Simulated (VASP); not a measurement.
# Rb (Fm-3m) in VASP: a series of runs, part 2 of 2

VASP 6.6.1.

### 4 Single point, r2SCAN

The input, INCAR:

```
  PREC = Accurate
  ENCUT = 300
  EDIFF = 1E-6
  ISMEAR = -1
  SIGMA = 0.15
  LREAL = F
  LASPH = T
  NELM = 100
  ALGO = Normal
  ISIF = 2
  LWAVE = F
  LCHARG = F
  METAGGA = R2SCAN
  LMIXTAU = T
  ADDGRID = F
```

The input, KPOINTS:

```
Automatic mesh
0
Gamma
  3 3 3
```

The input, POSCAR:

```
Rb
1.0
    0.0000000000      3.6398846700      3.6398846700
    3.6398846700      0.0000000000      3.6398846700
    3.6398846700      3.6398846700      0.0000000000
Rb
1
Direct
    0.0000000000      0.0000000000      0.0000000000
```

Potentials or basis: VASP PAW PBE potentials, release 64 (Rb_sv).

Launch:

```bash
> cat potpaw_PBE.64/Rb_sv/POTCAR > POTCAR
> mpirun -np 1 vasp_std > vasp.out
```

OUTCAR:

```text
PREC = Accurate
   ENCUT = 300
   EDIFF = 1E-6
   ISMEAR = -1
   LREAL = F
   LASPH = T
   NELM = 100
   ISIF = 2
   METAGGA = R2SCAN

 Found      4 irreducible k-points:

 Following reciprocal coordinates:
            Coordinates               Weight
  0.000000  0.000000  0.000000      1.000000
  0.333333  0.000000  0.000000      8.000000
  0.333333  0.333333  0.000000      6.000000
 -0.333333  0.333333  0.000000     12.000000
   k-points           NKPTS =      4   k-points in BZ     NKDIM =      4   number of bands    NBANDS=      8
   number of dos      NEDOS =    301   number of ions     NIONS =      1
   total plane-waves  NPLWV =  27000
   dimension x,y,z NGX =    30 NGY =   30 NGZ =   30
   dimension x,y,z NGXF=    60 NGYF=   60 NGZF=   60
   ions per type =               1
   NGX,Y,Z   is equivalent  to a cutoff of   9.69,  9.69,  9.69 a.u.
   NGXF,Y,Z  is equivalent  to a cutoff of  19.38, 19.38, 19.38 a.u.
 SYSTEM =  unknown system
   PREC   = accura    normal or accurate (medium, high low for compatibility)
   ISTART =      0    job   : 0-new  1-cont  2-samecut
   ICHARG =      2    charge: 1-file 2-atom 10-const
   ISPIN  =      1    spin polarized calculation?
   LNONCOLLINEAR =      F non collinear calculations
   LSORBIT =      F    spin-orbit coupling
   LASPH  =      T    aspherical Exc in radial PAW
   ENCUT  =  300.0 eV  22.05 Ry    4.70 a.u.   7.27  7.27  7.27*2*pi/ulx,y,z
   NELM   =    100;   NELMIN=  2; NELMDL= -5     # of ELM steps
   EDIFF  = 0.1E-05   stopping-criterion for ELM
   LREAL  =      F    real-space projection
   EDIFFG = 0.1E-04   stopping-criterion for IOM
   NSW    =      0    number of steps for IOM
   IBRION =     -1    ionic relax: 0-MD 1-quasi-New 2-CG
   NFREE  =      0    steps in history (QN), initial steepest desc. (CG)
   ISIF   =      2    stress and relaxation
   ISYM   =      2    0-nonsym 1-usesym 2-fastsym
   POTIM  = 0.5000    time-step for ionic-motion
   TEBEG  =    0.0;   TEEND  =   0.0 temperature during run
   PSTRESS=    0.0 pullay stress
   NELECT =       9.0000    total number of electrons
   NUPDOWN=      -1.0000    fix difference up-down
   EMIN   =  10.00;   EMAX   =-10.00  energy-range for DOS
   EFERMI =   0.00;   METHOD = LEGACY
   ISMEAR =    -1;   SIGMA  =   0.15  broadening in eV -4-tet -1-fermi 0-gaus
   EFERMI_NEDOS =   21; number of points for ismear=-14 and -15
   IALGO  =     38    algorithm
   IMIX   =      4    mixing-type and parameters
     AMIX     =   0.40;   BMIX     =  1.00
     AMIX_MAG =   1.60;   BMIX_MAG =  1.00
  volume/ion in A,a.u.               =      96.45       650.86
  Fermi-wavevector in a.u.,A,eV,Ry     =   0.742548  1.403213  7.501953  0.551378
  Thomas-Fermi vector in A             =   1.837453
   LORBIT       =      0    0 simple, 1 ext, 2 COOP (PROOUT), +10 PAW based schemes
   METAGGA = R2SCAN    functional components
   LHFCALC =     F    Hartree Fock is set to
   AEXX    =    0.0000 exact exchange contribution
   IVDW    =     0    specifies the selected vdW correction
   LEPSILON=     F    determine dielectric tensor
   LRPA    =     F    only Hartree local field effects (RPA)
 non-spin polarized calculation
  energy-cutoff  :      300.00
  volume of cell :       96.45
 maximum number of plane-waves:      1149
 NGX is ok and might be reduce to    30
   NGX = 15   NGY = 15   NGZ = 15

 number of electron       9.0000000 magnetization

 Free energy of the ion-electron system (eV)
  ---------------------------------------------------
  ext. energy  EPLUGINS =         0.00000000
  ---------------------------------------------------
  free energy    TOTEN  =       -14.01967432 eV

  energy without entropy =      -13.97321126  energy(sigma->0) =      -13.99644279

 E-fermi :  -0.3602     XC(G=0):  -5.5849

 val. band max:       -0.5517083477   @ k =   0.3333   0.3333   0.0000
 cond. band min:       0.6876127710   @ k =  -0.3333   0.3333   0.0000
 fundamental gap:      1.2393211188
 Fermi energy:        -0.3601836802

 k-point     1 :       0.0000    0.0000    0.0000
  band No.  band energies     occupation
      1     -30.1650      2.00000
      2     -13.6598      2.00000
      3     -13.6598      2.00000
      4     -13.6598      2.00000
      5      -2.0799      1.99998
      6       3.8933      0.00000
      7       3.8933      0.00000
      8       3.8933      0.00000

 k-point     2 :       0.3333    0.0000    0.0000
  band No.  band energies     occupation
      1     -30.1626      2.00000
      2     -13.7203      2.00000
      3     -13.6680      2.00000
      4     -13.6680      2.00000
      5      -0.9077      1.94934
      6       1.7364      0.00000
      7       3.8067      0.00000
      8       3.8068      0.00000

 k-point     3 :       0.3333    0.3333    0.0000
  band No.  band energies     occupation
      1     -30.1618      2.00000
      2     -13.7172      2.00000
      3     -13.6815      2.00000
      4     -13.6815      2.00000
      5      -0.5517      1.56382
      6       2.2583      0.00000
      7       2.4913      0.00000
      8       4.2735      0.00000

 k-point     4 :      -0.3333    0.3333    0.0000
  band No.  band energies     occupation
      1     -30.1611      2.00000
      2     -13.7137      2.00000
      3     -13.7132      2.00000
      4     -13.6789      2.00000
      5       0.6876      0.00185
      6       1.5293      0.00001
      7       1.5335      0.00001
      8       4.0777      0.00000

------------------------ aborting loop because EDIFF is reached ----------------------------------------

  FORCE on cell =-STRESS in cart. coord.  units (eV):
  Direction    XX          YY          ZZ          XY          YZ          ZX
  --------------------------------------------------------------------------------------
  -------------------------------------------------------------------------------------
  Total       -0.0877700     -0.0877700     -0.0877700      0.0000000     -0.0000000     -0.0000000
  in kB       -1.4580216     -1.4580216     -1.4580216      0.0000000     -0.0000000     -0.0000000
  external PRESSURE =      -1.4580216 kB  Pullay stress =       0.0000000 kB

 VOLUME and BASIS-vectors are now :
 -----------------------------------------------------------------------------
  energy-cutoff  :      300.00
  volume of cell :       96.45
      direct lattice vectors                 reciprocal lattice vectors
     0.000000000  3.639884670  3.639884670    -0.137366990  0.137366990  0.137366990
     3.639884670  0.000000000  3.639884670     0.137366990 -0.137366990  0.137366990
     3.639884670  3.639884670  0.000000000     0.137366990  0.137366990 -0.137366990

 POSITION                                       TOTAL-FORCE (eV/Angst)
 -----------------------------------------------------------------------------------
      0.00000      0.00000      0.00000         0.000000      0.000000      0.000000
 -----------------------------------------------------------------------------------
    total drift:                                0.000000     -0.000000      0.000000

  FREE ENERGIE OF THE ION-ELECTRON SYSTEM (eV)
  ---------------------------------------------------
  free  energy   TOTEN  =       -14.0196743206 eV

  energy  without entropy=      -13.9732112590  energy(sigma->0) =      -13.99644279
```

Wall time 24 s (1 thread of Intel Xeon 6975P-C (Granite Rapids), shared host); peak memory 0.16 GiB.

The run converged, but some of its settings lie outside the range that counts as converged, so its numbers aren't taken as properties of the crystal.

Results:

| Property | Result |
| --- | --- |
| Free energy | -14.0197 eV |
| Pressure | -0.1 GPa |
| Band gap on the k mesh | none (metal or under the smearing width) |

Caveat: the k mesh is coarse (spacing up to 0.50 Å⁻¹), so the values aren't converged; the PAW data sets were made with another functional, which shifts forces and pressure a little.

### 5 Single point, r2SCAN

INCAR is that of step 4.

KPOINTS is that of step 4.

The input, POSCAR:

```
Rb
1.0
    0.0790870000      3.6559800000      3.6130310000
    3.6559400000      0.0406780000      3.6514400000
    3.6810400000      3.7194890000      0.0155780000
Rb
1
Direct
   -0.0191540000      0.0033960000      0.0084760000
```

Launch:

```bash
> cat potpaw_PBE.64/Rb_sv/POTCAR > POTCAR
> mpirun -np 1 vasp_std > vasp.out
```

Run time: 30 s. Hardware: 1 thread of Intel Xeon 6975P-C (Granite Rapids), shared host; peak memory 0.16 GiB.

These settings aren't checked as converged: the numbers below hold their error.

What came out:

```yaml
Free_energy: -14.0187 eV
Pressure: -0.1 GPa
Band_gap_on_the_k_mesh: none (metal or under the smearing width)
```

Caveat: the k mesh is coarse (spacing up to 0.51 Å⁻¹), so the values aren't converged; the PAW data sets were made with another functional, which shifts forces and pressure a little.
